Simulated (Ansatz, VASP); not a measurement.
## Si: VASP beside Ansatz

```
CELL_PARAMETERS angstrom
3.84720 0.00000 0.00000
-1.92360 3.33177 0.00000
0.00000 0.00000 18.44470
ATOMIC_POSITIONS crystal
Si 0.33333 0.66667 0.26958
Si 0.66667 0.33333 0.24397
Si 0.55556 0.44444 0.52832
Si 0.88889 0.11111 0.50271
```

Alike in both runs: task single point; functional PBE; dispersion D3(BJ); k mesh 9 × 9 × 1; occupations gaussian, width 0.1 eV; no spin polarisation.

|  | VASP | Ansatz |
| --- | --- | --- |
| version | VASP 6.6.1 | Ansatz 0.2.0 |
| potentials or method | VASP PAW PBE potentials, release 64 (Si) | scalar-relativistic, plane waves, PAW |
| plane-wave cutoff (eV) | 520 | 420 |
| valence electrons in the cell | 16 | 16 |

```csv
,VASP,Ansatz,Ansatz less VASP
gap on the k mesh at the Fermi level (eV),0.29,0.29,0.000
least direct gap on the mesh (eV),0.29,0.29,0.000
rms of the force components (eV/Å),0.045,0.047,+0.0015
```

Atom by atom the forces differ by 0.004 eV/Å (rms over components).
